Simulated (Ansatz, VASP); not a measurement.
Given: the input of a run of Ansatz 0.2.0 on BiTe.

File input.yaml:

```yaml
crystal:
  lattice:
    - [2.4702239101, 1.4261844395, 3.3823534125]
    - [-2.4702239101, 1.4261844395, 3.3823534125]
    - [0.0, -2.852368879, 3.3823534125]
  atoms:
    - { symbol: Bi, position: [0.5, 0.5, 0.5] }
    - { symbol: Te, position: [0.0, 0.0, 0.0] }
kpoints:
  mp_grid: { grid: [7, 7, 7] }
scf:
  occupations: { method: fermi_dirac, width: 0.05 }
hamiltonian:
  xc: pbesol
  pseudopotentials: { kind: all_electron, lapw: { basis_error: 0.0005 } }
output:
  forces: true
  stress: true
  eigenvalues: true
```

Potentials or basis: all-electron LAPW, scalar-relativistic.

Command:

```sh
$ ansatz run input.yaml --threads 1 --pin off --max-ram 3072MiB --backend cpu --events-out ev --progress --plain --runs-dir out
```

Question: Translate it to VASP 6.6.1. Potentials there: VASP PAW PBE potentials, release 64 (Bi_d, Te).

Answer: As run (the cutoff follows the program's own potentials):

Contents of INCAR:

```
PREC = Accurate
ENCUT = 520
EDIFF = 1E-6
ISMEAR = -1
SIGMA = 0.05
LREAL = False
LASPH = True
NELM = 100
ALGO = Normal
ISIF = 2
LWAVE = False
LCHARG = True
GGA = PS
LELF = True
LVHAR = True
NBANDS = 18
```

The input KPOINTS:

```
Automatic mesh
0
Gamma
  7 7 7
```

Contents of POSCAR:

```
BiTe
1.0
    2.4702239101      1.4261844395      3.3823534125
   -2.4702239101      1.4261844395      3.3823534125
    0.0000000000     -2.8523688790      3.3823534125
Bi Te
1 1
Direct
    0.5000000000      0.5000000000      0.5000000000
    0.0000000000      0.0000000000      0.0000000000
```

Potentials or basis: VASP PAW PBE potentials, release 64 (Bi_d, Te).

The run is started by

```console
$ cat potpaw_PBE.64/Bi_d/POTCAR potpaw_PBE.64/Te/POTCAR > POTCAR
$ mpirun -np 1 vasp_std > vasp.out
```

Both were run:

|  | VASP | Ansatz | Ansatz less VASP |
| --- | --- | --- | --- |
| gap on the k mesh at the Fermi level (eV) | none | none | - |
| pressure (GPa) | -4.6 | -4.5 | +0.05 |
| largest component of the traceless stress (GPa) | 0.59 | 0.59 | -0.001 |

A gap of «none» marks a metal or a gap that the smearing closes. Ansatz ran all-electron here, so the differences hold the error of VASP's frozen core and of both bases.

Caveats: spin-orbit coupling is left out, which moves the levels of the heavy elements; the PAW data sets were made with another functional, which shifts forces and pressure a little (VASP).
